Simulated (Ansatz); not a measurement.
Sb: band structure with r2SCAN

Sb:

```
Sb
1.0
    -1.57654    1.57654    2.71194
     1.57654   -1.57654    2.71194
     1.57654    1.57654   -2.71194
Sb
1
Direct
  0.00000 0.00000 0.00000
```

This isn't the form of Sb at room conditions, which is rhombohedral.

* Program: Ansatz 0.2.0
* Task: band structure
* Functional: r2SCAN
* Potentials or basis: Ansatz PAW
* Cutoff: 500 eV (not typed: the program's choice for these potentials)
* k mesh: 12 × 12 × 12
* Occupations: fermi-dirac, width 0.05 eV
* Spin: no spin polarisation
* Path: [["G", "X", "Y", "S", "G", "Z", "S1", "N", "P", "Y1", "Z"], ["X", "P"]]
* Points for each segment of the path: 14

```json
{
  "Pressure": "1.2 GPa",
  "Band gap on the k mesh": "none (metal or under the smearing width)"
}
```

Stress tensor (GPa, compression positive):
```
0.85 0.00 0.00
0.00 0.85 0.00
0.00 0.00 1.92
```

Levels at the corners of the path, in eV from the Fermi level:
| point | band 5 | band 6 | band 7 | band 8 | band 9 | band 10 | band 11 | band 12 |
| --- | --- | --- | --- | --- | --- | --- | --- | --- |
| Γ | -30.10 | -13.60 | 4.86 | 5.73 | 5.73 | 10.23 | 11.30 | 11.77 |
| X | -30.03 | -6.79 | -4.73 | -1.19 | 0.61 | 3.92 | 4.66 | 16.57 |
| Y | -30.09 | -7.49 | -3.70 | -2.39 | -1.87 | 7.93 | 9.22 | 17.13 |
| S | -30.12 | -8.73 | -4.27 | -4.16 | 3.89 | 7.95 | 15.67 | 16.11 |
| Γ | -30.10 | -13.60 | 4.86 | 5.73 | 5.73 | 10.23 | 11.30 | 11.77 |
| Z | -30.09 | -9.65 | -6.01 | 2.21 | 2.21 | 6.25 | 6.80 | 22.25 |
| S1 | -30.12 | -8.73 | -4.27 | -4.16 | 3.89 | 7.95 | 15.67 | 16.11 |
| N | -30.09 | -9.50 | -6.14 | 1.81 | 5.67 | 6.65 | 11.24 | 11.24 |
| P | -30.03 | -6.69 | -3.42 | -3.42 | -0.59 | 7.47 | 9.27 | 9.27 |
| Y1 | -30.09 | -7.49 | -3.70 | -2.39 | -1.87 | 7.93 | 9.22 | 17.13 |
| Z | -30.09 | -9.65 | -6.01 | 2.21 | 2.21 | 6.25 | 6.80 | 22.25 |
| X | -30.03 | -6.79 | -4.73 | -1.19 | 0.61 | 3.92 | 4.66 | 16.57 |
| P | -30.03 | -6.69 | -3.42 | -3.42 | -0.59 | 7.47 | 9.27 | 9.27 |

It took 6.3 s on 2 threads of Arm Neoverse V1, on a shared host, peak memory 0.45 GiB.

Caveat: spin-orbit coupling is left out, which moves the levels of the heavy elements; the PAW data sets come from PBE, with cores solved anew for the run's functional, which leaves a small shift of forces and pressure.
